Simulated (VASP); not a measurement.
Wanted: the native input for a VASP 6.6.1 run.

```yaml
Task: relaxation of cell and atoms
Functional: PBE
Dispersion: D3(BJ)
Potentials_or_basis: VASP PAW PBE potentials, release 64 (Sn_d, Se)
Cutoff: 600 eV
k_mesh: 4 × 8 × 8
Occupations: gaussian, width 0.03 eV
Spin: no spin polarisation
Further_INCAR_settings: ALGO = Normal; EDIFF = 1e-06; IBRION = 2; EDIFFG = -0.01; NSW = 90; ISIF = 3
```

The structure of SnSe lies in POSCAR:

```
SnSe
1.0
   11.4200000000      0.0000000000      0.0000000000
    0.0000000000      4.1900000000      0.0000000000
    0.0000000000      0.0000000000      4.4600000000
Sn Se
4 4
Direct
    0.1230000000      0.2500000000      0.0910000000
    0.3770000000      0.7500000000      0.5910000000
    0.6230000000      0.2500000000      0.4090000000
    0.8770000000      0.7500000000      0.9090000000
    0.3570000000      0.2500000000      0.0160000000
    0.1430000000      0.7500000000      0.5160000000
    0.8570000000      0.2500000000      0.4840000000
    0.6430000000      0.7500000000      0.9840000000
```

These files were run (other wordings do the same):

INCAR

```
SYSTEM = SnSe
PREC = Accurate
ENCUT = 600
EDIFF = 1E-6
ISMEAR = 0
SIGMA = 0.03
LREAL = .False.
LASPH = .True.
NELM = 80
ALGO = Normal
ISIF = 3
LWAVE = .False.
LCHARG = .False.
GGA = PE
IVDW = 12
IBRION = 2
NSW = 90
EDIFFG = -0.01
KPAR = 2
```

KPOINTS

```
regular mesh
0
Gamma
  4 8 8
  0 0 0
```

Potentials or basis: VASP PAW PBE potentials, release 64 (Sn_d, Se).

The run is started by

```sh
$ cat potpaw_PBE.64/Sn_d/POTCAR potpaw_PBE.64/Se/POTCAR > POTCAR
$ mpirun -np 2 vasp_std > vasp.out
```

It gave:

* Relaxed volume: 26.23 Å³/atom
* Relaxed cell: a = 11.495 Å, b = 4.177 Å, c = 4.370 Å, α = 90.00°, β = 90.00°, γ = 90.00°
* Space group after relaxing (to 0.05 Å): Pnma (No. 62)
* Energy gained by relaxing: 7.1 meV/atom
* Ionic steps: 18
* Pressure after relaxing: 0.0 GPa
* Largest force after relaxing: 0.009 eV/Å
* Band gap on the k mesh: 0.53 eV, indirect (least direct gap 0.81 eV)
* Dispersion energy per atom: -0.369 eV

Caveat: spin-orbit coupling is left out, which moves the levels of the heavy elements.

Wall time 40 min on 2 MPI ranks on Intel(R) Xeon(R) 6975P-C (Granite Rapids) (shared host), peak memory 0.88 GiB a rank.
